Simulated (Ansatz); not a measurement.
**Band structure of CdO**

```
Cd O
1.0
     0.00000    2.34815    2.34815
     2.34815    0.00000    2.34815
     2.34815    2.34815    0.00000
Cd O
1 1
Cartesian
  0.0000 0.0000 0.0000
  2.3481 2.3481 2.3481
```

Atoms are numbered in the order listed.

The geometry is COD entry 9006671, unchecked; take it as a test cell.

The calculation used DFT, PBE, all-electron LAPW, scalar-relativistic (Ansatz 0.2.0).

Sampling and basis: a Γ-centred 11×11×11 k mesh, Fermi–Dirac smearing of 0.02 eV, basis error target 0.5 meV/atom, no spin polarisation.

Points in fractions of the reciprocal vectors of this cell: Γ (0, 0, 0), X (0.5, 0, 0.5), U (0.625, 0.25, 0.625), K (0.375, 0.375, 0.75), L (0.5, 0.5, 0.5), W (0.5, 0.25, 0.75). The path joins them by straight lines in the order Γ–X–U–K–Γ–L–W–X; legs that retrace an earlier one aren't tabulated. Energies are in eV from the Fermi level.

Question: Metal or insulator at this level of theory?

Answer: No gap opens: metallic or semimetallic.

Question: Tabulate bands 16 to 21, counted from the lowest band of the run, along the path.

Answer: 
```
k (1/Å)  point  band 16  band 17  band 18  band 19  band 20  band 21
   0.00      Γ    -6.45    -1.41    -1.41    -1.41    -0.45    14.48
   0.33           -6.41    -2.34    -1.46    -1.46     1.38    13.33
   0.67           -6.31    -2.91    -1.70    -1.70     3.56    10.73
   1.00           -6.22    -3.56    -2.12    -2.12     4.22     8.67
   1.34      X    -5.74    -4.37    -2.37    -2.37     3.88     8.49
   1.46           -5.77    -4.29    -2.42    -2.28     4.00     8.49
   1.57           -5.85    -4.07    -2.56    -2.04     4.34     8.50
   1.69           -5.95    -3.78    -2.74    -1.70     4.83     8.53
   1.81      U    -6.04    -3.44    -2.92    -1.31     5.42     8.58
   2.02           -6.03    -3.36    -2.80    -1.29     5.88     8.08
   2.22           -6.02    -3.37    -2.60    -1.40     6.19     7.87
   2.43           -6.03    -3.36    -2.80    -1.29     5.88     8.08
   2.63      K    -6.04    -3.44    -2.92    -1.31     5.42     8.58
   2.98           -6.11    -3.30    -2.43    -0.30     5.93     7.68
   3.34           -6.22    -3.35    -1.75    -0.23     3.65    10.37
   3.69           -6.44    -2.68    -1.46    -0.95     1.37    12.67
   4.05      Γ    -6.45    -1.41    -1.41    -1.41    -0.45    14.48
   4.34           -6.53    -2.54    -1.19    -1.19     0.91    12.93
   4.63           -6.44    -3.49    -0.70    -0.70     2.60    10.16
   4.92           -6.27    -3.82    -0.23    -0.23     3.89     8.07
   5.21      L    -6.20    -3.85    -0.04    -0.04     4.40     7.30
   5.44           -6.20    -3.82    -0.57    -0.20     5.00     7.13
   5.68           -6.19    -3.69    -1.63    -0.67     6.33     6.68
   5.92           -6.02    -3.37    -2.60    -1.40     6.19     7.87
   6.15      W    -5.85    -3.04    -3.04    -1.91     5.99     8.88
   6.32           -5.85    -3.43    -2.73    -1.96     5.58     8.64
   6.49           -5.83    -3.85    -2.52    -2.10     4.77     8.53
   6.66           -5.79    -4.21    -2.40    -2.28     4.12     8.50
   6.82      X    -5.74    -4.37    -2.37    -2.37     3.88     8.49
```
